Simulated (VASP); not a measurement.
# PtSe (F-43m) in VASP: a series of runs

The runs below take PtSe through optical spectrum, density of states, with LDA.

All numbers are computed with VASP 6.6.1; they aren't measurements. Logs are shortened: lines on timing, memory, paths and dates and some standing lists are left out, and cuts for length are marked.

### Step 1. The structure

The structure is cubic, space group F-43m (No. 216). The conventional cell has a = 6.075 Å, b = 6.075 Å, c = 6.075 Å, α = 90.00°, β = 90.00°, γ = 90.00°. Around Pt (site symmetry -43m) lie 4 Se at 2.63 Å. Se (site symmetry -43m) is surrounded by 4 Pt at 2.63 Å.

The cell comes from a database or a generator and needn't be the stable form of this composition.

### Step 2. Optical spectrum, LDA

INCAR reads:

```
PREC = Accurate
ENCUT = 520
EDIFF = 1E-7
ISMEAR = 0
SIGMA = 0.02
LREAL = F
LASPH = T
NELM = 60
ALGO = Fast
ISIF = 2
LWAVE = F
LCHARG = F
LOPTICS = T
NBANDS = 56
NEDOS = 2000
CSHIFT = 0.1
```

KPOINTS reads:

```
Automatic mesh
0
Gamma
  8 8 8
```

POSCAR reads:

```
PtSe
1.0
    0.0000000000      3.0374472300      3.0374472300
    3.0374472300      0.0000000000      3.0374472300
    3.0374472300      3.0374472300      0.0000000000
Pt Se
1 1
Direct
    0.0000000000      0.0000000000      0.0000000000
    0.2500000000      0.2500000000      0.2500000000
```

Potentials or basis: VASP PAW LDA potentials, release 64 (Pt, Se).

The run is started by

```console
> cat potpaw_LDA.64/Pt/POTCAR potpaw_LDA.64/Se/POTCAR > POTCAR
> mpirun -np 1 vasp_std > vasp.out
```

OUTCAR:

```text
PREC = Accurate
   ENCUT = 520
   EDIFF = 1E-7
   ISMEAR = 0
   LREAL = F
   LASPH = T
   NELM = 60
   ISIF = 2

 ion  position               nearest neighbor table
   1  0.000  0.000  0.000-   2 2.63   2 2.63   2 2.63   2 2.63
   2  0.250  0.250  0.250-   1 2.63   1 2.63   1 2.63   1 2.63

  LATTYP: Found a face centered cubic cell.
 ALAT       =     6.0748944600

  Lattice vectors:

 A1 = (   0.0000000000,   3.0374472300,   3.0374472300)
 A2 = (   3.0374472300,   0.0000000000,   3.0374472300)
 A3 = (   3.0374472300,   3.0374472300,   0.0000000000)

Analysis of symmetry for initial positions (statically):
=====================================================================
 Subroutine PRICEL returns:
 Original cell was already a primitive cell.

 Routine SETGRP: Setting up the symmetry group for a
 face centered cubic supercell.

 Subroutine GETGRP returns: Found 24 space group operations
 (whereof 24 operations were pure point group operations)
 out of a pool of 48 trial point group operations.

The static configuration has the point symmetry T_d .

Analysis of symmetry for dynamics (positions and initial velocities):
=====================================================================
 Subroutine PRICEL returns:
 Original cell was already a primitive cell.

 Routine SETGRP: Setting up the symmetry group for a
 face centered cubic supercell.

 Subroutine GETGRP returns: Found 24 space group operations
 (whereof 24 operations were pure point group operations)
 out of a pool of 48 trial point group operations.

The dynamic configuration has the point symmetry T_d .

 Subroutine INISYM returns: Found 24 space group operations
 (whereof 24 operations are pure point group operations),
 and found     1 'primitive' translations

----------------------------------------------------------------------------------------

                                     Primitive cell

  volume of cell :      56.0475

  direct lattice vectors                    reciprocal lattice vectors
     0.000000000  3.037447230  3.037447230    -0.164611913  0.164611913  0.164611913
     3.037447230  0.000000000  3.037447230     0.164611913 -0.164611913  0.164611913
     3.037447230  3.037447230  0.000000000     0.164611913  0.164611913 -0.164611913

  length of vectors
     4.295599068  4.295599068  4.295599068     0.285116197  0.285116197  0.285116197

  position of ions in fractional coordinates (direct lattice)
     0.000000000  0.000000000  0.000000000
     0.250000000  0.250000000  0.250000000

  ion indices of the primitive-cell ions
   primitive index   ion index
                 1           1
                 2           2

----------------------------------------------------------------------------------------

 KPOINTS: Automatic mesh

Automatic generation of k-mesh.
 Grid dimensions read from file:
 generate k-points for:    8    8    8

 Generating k-lattice:

  Cartesian coordinates                     Fractional coordinates (reciprocal lattice)
    -0.020576489  0.020576489  0.020576489     0.125000000  0.000000000  0.000000000
     0.020576489 -0.020576489  0.020576489     0.000000000  0.125000000  0.000000000
     0.020576489  0.020576489 -0.020576489     0.000000000  0.000000000  0.125000000

  Length of vectors
[... 73 lines left out ...]
   IMIX   =      4    mixing-type and parameters
     AMIX     =   0.40;   BMIX     =  1.00
     AMIX_MAG =   1.60;   BMIX_MAG =  1.00
  volume/ion in A,a.u.               =      28.02       189.11
  Fermi-wavevector in a.u.,A,eV,Ry     =   1.077944  2.037018 15.809462  1.161963
  Thomas-Fermi vector in A             =   2.213869
   LORBIT       =      0    0 simple, 1 ext, 2 COOP (PROOUT), +10 PAW based schemes
   GGA     = CA    functional components
   LHFCALC =     F    Hartree Fock is set to
   AEXX    =    0.0000 exact exchange contribution
   IVDW    =     0    specifies the selected vdW correction
   LEPSILON=     F    determine dielectric tensor
   LRPA    =     F    only Hartree local field effects (RPA)
 non-spin polarized calculation
 RMM-DIIS sequential band-by-band and
 Gauss-broadening in eV      SIGMA  =   0.02
  energy-cutoff  :      520.00
  volume of cell :       56.05
 maximum number of plane-waves:      1540
   NGX = 15   NGY = 15   NGZ = 15

 number of electron      16.0000000 magnetization

 Free energy of the ion-electron system (eV)
  ---------------------------------------------------
  ext. energy  EPLUGINS =         0.00000000
  ---------------------------------------------------
  free energy    TOTEN  =       -10.67516310 eV

  energy without entropy =      -10.67427237  energy(sigma->0) =      -10.67471773

 E-fermi :   2.7904     XC(G=0):  -9.4845

 val. band max:        2.7738447694   @ k =   0.3750   0.2500   0.1250
 cond. band min:       2.7953683272   @ k =  -0.3750   0.1250   0.0000
 fundamental gap:      0.0215235578
 Fermi energy:         2.7904055747

 k-point     1 :       0.0000    0.0000    0.0000
  band No.  band energies     occupation
      1     -10.7857      2.00000
      2      -1.5015      2.00000
      3      -1.5015      2.00000
      4      -1.5015      2.00000
      5       0.7243      2.00000
      6       0.7243      2.00000
[... 541 lines left out ...]
     19      18.8102      0.00000
     20      20.4847      0.00000

 [... further k-points ...]

 [bands above 20 left out]

------------------------ aborting loop because EDIFF is reached ----------------------------------------

  FORCE on cell =-STRESS in cart. coord.  units (eV):
  Direction    XX          YY          ZZ          XY          YZ          ZX
  --------------------------------------------------------------------------------------
  -------------------------------------------------------------------------------------
  Total       -5.5874810     -5.5874810     -5.5874810      0.0000000      0.0000000      0.0000000
  in kB     -159.7240886   -159.7240886   -159.7240886      0.0000000      0.0000000      0.0000000
  external PRESSURE =    -159.7240886 kB  Pullay stress =       0.0000000 kB

 VOLUME and BASIS-vectors are now :
 -----------------------------------------------------------------------------
  energy-cutoff  :      520.00
  volume of cell :       56.05
      direct lattice vectors                 reciprocal lattice vectors
     0.000000000  3.037447230  3.037447230    -0.164611913  0.164611913  0.164611913
     3.037447230  0.000000000  3.037447230     0.164611913 -0.164611913  0.164611913
     3.037447230  3.037447230  0.000000000     0.164611913  0.164611913 -0.164611913

 POSITION                                       TOTAL-FORCE (eV/Angst)
 -----------------------------------------------------------------------------------
      0.00000      0.00000      0.00000         0.000000      0.000000      0.000000
      1.51872      1.51872      1.51872        -0.000000     -0.000000     -0.000000
 -----------------------------------------------------------------------------------
    total drift:                               -0.000000     -0.000000     -0.000000

  FREE ENERGIE OF THE ION-ELECTRON SYSTEM (eV)
  ---------------------------------------------------
  free  energy   TOTEN  =       -10.6751630951 eV

  energy  without entropy=      -10.6742723747  energy(sigma->0) =      -10.67471773

 electrical conductivity sigma (Mega S m-1) (frequency dependency in vasprun.xml)
  --------------------------------------------------------------------------------------
       0.150       0.000       0.000
      -0.000       0.150      -0.000
       0.000      -0.000       0.150

  frequency dependent IMAGINARY DIELECTRIC FUNCTION (independent particle, no local field effects) density-density
     E(ev)      X         Y         Z        XY        YZ        ZX
  --------------------------------------------------------------------------------------------------------------
     0.00000     0.00000     0.00000     0.00000     0.00000     0.00000     0.00000
     0.70996    29.33135    29.33135    29.33135     0.00000     0.00000     0.00000
     1.41993     7.54007     7.54007     7.54007    -0.00000     0.00000    -0.00000
     2.12989     6.51949     6.51949     6.51949    -0.00000     0.00000    -0.00000
     2.83985     4.31014     4.31014     4.31014    -0.00000     0.00000    -0.00000
     3.54982     2.09020     2.09020     2.09020    -0.00000     0.00000    -0.00000
[... 92 lines left out ...]
    69.57641     0.00036     0.00036     0.00036    -0.00000     0.00000    -0.00000
    70.28637     0.00035     0.00035     0.00035    -0.00000     0.00000    -0.00000

  frequency dependent      REAL DIELECTRIC FUNCTION (independent particle, no local field effects) density-density
     E(ev)        X           Y           Z          XY          YZ          ZX
  --------------------------------------------------------------------------------------------------------------
     0.00000   230.38501   230.38501   230.38501    -0.00000    -0.00000     0.00000
     0.70996    17.04205    17.04205    17.04205    -0.00000     0.00000    -0.00000
     1.41993    -2.19403    -2.19403    -2.19403    -0.00000     0.00000    -0.00000
     2.12989     3.93938     3.93938     3.93938    -0.00000     0.00000    -0.00000
     2.83985     1.32526     1.32526     1.32526     0.00000     0.00000    -0.00000
     3.54982     4.90503     4.90503     4.90503    -0.00000     0.00000    -0.00000
[... 92 lines left out ...]
    69.57641     0.89354     0.89354     0.89354     0.00000     0.00000    -0.00000
    70.28637     0.89607     0.89607     0.89607     0.00000     0.00000    -0.00000

  frequency dependent IMAGINARY DIELECTRIC FUNCTION (independent particle, no local field effects) current-current
     E(ev)      X         Y         Z        XY        YZ        ZX
  --------------------------------------------------------------------------------------------------------------
     0.00000   129.53261   129.53261   129.53261     0.00000    -0.00000     0.00000
     0.70996    33.29224    33.29224    33.29224    -0.00000     0.00000    -0.00000
     1.41993     7.04249     7.04249     7.04249    -0.00000    -0.00000    -0.00000
     2.12989     6.78437     6.78437     6.78437    -0.00000    -0.00000    -0.00000
     2.83985     4.32809     4.32809     4.32809    -0.00000    -0.00000     0.00000
     3.54982     2.30955     2.30955     2.30955    -0.00000    -0.00000     0.00000
[... 92 lines left out ...]
    69.57641     0.00006     0.00006     0.00006    -0.00000    -0.00000    -0.00000
    70.28637     0.00005     0.00005     0.00005    -0.00000    -0.00000    -0.00000

  frequency dependent      REAL DIELECTRIC FUNCTION (independent particle, no local field effects) current-current
     E(ev)        X           Y           Z          XY          YZ          ZX
  --------------------------------------------------------------------------------------------------------------
     0.00000    16.71225    16.71225    16.71225    -0.00000     0.00000    -0.00000
     0.70996    13.36547    13.36547    13.36547    -0.00000    -0.00000     0.00000
     1.41993    -1.97234    -1.97234    -1.97234     0.00000    -0.00000    -0.00000
     2.12989     3.88085     3.88085     3.88085    -0.00000    -0.00000     0.00000
     2.83985     1.33550     1.33550     1.33550     0.00000     0.00000     0.00000
     3.54982     4.98647     4.98647     4.98647     0.00000     0.00000     0.00000
[... 92 lines left out ...]
    69.57641     0.89407     0.89407     0.89407     0.00000    -0.00000    -0.00000
    70.28637     0.89658     0.89658     0.89658     0.00000    -0.00000    -0.00000
```

Wall time 64 s (1 thread of AMD EPYC 7R43 (Zen 3), shared host); peak memory 0.19 GiB.

Results:

```yaml
Free_energy: -10.6752 eV
Pressure: -16.0 GPa
Band_gap_on_the_k_mesh: none (metal or under the smearing width)
```

Dielectric function (mean over the directions given):
```
energy (eV)  real part  imaginary part
       0.28       4.08           18.32
       0.92       7.09           20.96
       1.63       2.96            6.57
       2.27       3.05            7.72
       2.98       0.75            3.35
       3.62       5.35            2.66
       4.33       5.32            5.71
       4.97       1.06            8.37
       5.68       2.02            4.76
       6.32       1.95            3.38
       7.03       0.87            5.04
       7.74       0.78            5.38
       8.38      -1.28            3.34
       9.09      -0.89            2.77
       9.73      -0.58            2.27
      10.44      -0.04            2.26
      11.08      -0.52            1.56
      11.79       0.01            1.20
      12.42       0.24            1.57
      13.13       0.57            1.09
      13.84       0.44            1.20
      14.48       0.17            1.36
      15.19       0.48            1.05
      15.83       0.77            0.98
      16.54       0.15            1.42
      17.18       0.26            1.02
      17.89       0.06            0.68
      18.53       0.16            0.64
      19.24       0.42            0.53
      19.95       0.46            0.67
```

Caveat: spectra need much finer meshes, so this one isn't converged; independent-particle spectra lack excitons; the intraband (Drude) part of a metal's response may be missing; so large a pressure means that the cell lies far from this level's equilibrium, or that cutoff or potentials fall short.

### Step 3. Density of states, LDA

POSCAR is that of step 2.

INCAR.step1 reads:

```
SYSTEM = PtSe
PREC = Accurate
ENCUT = 520
EDIFF = 1E-7
ISMEAR = 0
SIGMA = 0.02
LREAL = .FALSE.
LASPH = .TRUE.
NELM = 60
ALGO = Normal
ISIF = 2
LWAVE = .FALSE.
LCHARG = .TRUE.
LMAXMIX = 4
```

KPOINTS.step1 reads:

```
Automatic mesh
0
G
  8 8 8
  0 0 0
```

INCAR.step2 reads:

```
SYSTEM = PtSe
PREC = Accurate
ENCUT = 520
EDIFF = 1E-7
ISMEAR = -5
SIGMA = 0.02
LREAL = .FALSE.
LASPH = .TRUE.
NELM = 60
ALGO = Normal
ISIF = 2
LWAVE = .FALSE.
LCHARG = .FALSE.
LMAXMIX = 4
LORBIT = 11
NEDOS = 2001
ICHARG = 11
```

KPOINTS.step2 reads:

```
Automatic mesh
0
G
  12 12 12
  0 0 0
```

Potentials or basis: VASP PAW LDA potentials, release 64 (Pt, Se).

The run is started by

```console
> cat potpaw_LDA.64/Pt/POTCAR potpaw_LDA.64/Se/POTCAR > POTCAR
> cp INCAR.step1 INCAR
> cp KPOINTS.step1 KPOINTS
> mpirun -np 1 vasp_std > vasp.out
> cp INCAR.step2 INCAR
> cp KPOINTS.step2 KPOINTS
> mpirun -np 1 vasp_std > vasp.out
```

Wall time 32 s (1 thread of AMD EPYC 7R43 (Zen 3), shared host); peak memory 0.15 GiB.

It converged, with:

* Valence electrons inside the program's atomic spheres: Pt 8.97; Se 3.64

Levels at points of the mesh, in eV from the Fermi level:
| k point | band 5 | band 6 | band 7 | band 8 | band 9 | band 10 | band 11 | band 12 |
| --- | --- | --- | --- | --- | --- | --- | --- | --- |
| (0.00, 0.00, 0.00) | -2.09 | -2.09 | 0.22 | 1.70 | 1.70 | 1.70 | 6.56 | 6.56 |
| (0.50, 0.00, 0.00) | -1.99 | -1.99 | -1.87 | 0.53 | 0.53 | 2.36 | 7.36 | 7.45 |
| (0.50, 0.50, 0.00) | -2.09 | -1.85 | -1.82 | -0.90 | -0.90 | 4.17 | 4.44 | 8.70 |

States per cell in windows of 1 eV (zero at the Fermi level; states under -8 eV left out):
```tsv
from (eV)	total	Pt1_d	Se2_p	Pt1_s	Pt1_p	Se2_d	Se2_s
-8.0	0.00	0.00	0.00	0.00	0.00	0.00	0.00
-7.0	0.00	0.00	0.00	0.00	0.00	0.00	0.00
-6.0	0.21	0.03	0.06	0.04	0.00	0.00	0.00
-5.0	3.92	1.21	1.09	0.33	0.08	0.01	0.01
-4.0	1.91	0.81	0.55	0.01	0.07	0.01	0.00
-3.0	3.03	2.60	0.01	0.02	0.01	0.03	0.00
-2.0	2.62	2.08	0.07	0.06	0.04	0.01	0.03
-1.0	2.24	1.22	0.33	0.07	0.11	0.01	0.03
0.0	1.66	0.75	0.41	0.03	0.09	0.01	0.01
1.0	0.34	0.14	0.11	0.01	0.01	0.00	0.00
2.0	0.48	0.02	0.09	0.10	0.02	0.01	0.03
3.0	0.77	0.02	0.16	0.19	0.03	0.02	0.04
4.0	0.99	0.08	0.17	0.22	0.06	0.04	0.03
5.0	1.00	0.08	0.10	0.06	0.12	0.06	0.01
6.0	1.17	0.08	0.13	0.03	0.16	0.07	0.01
7.0	1.35	0.08	0.15	0.02	0.19	0.09	0.02
```

Caveat: tetrahedron occupations give inexact forces and stress in metals.
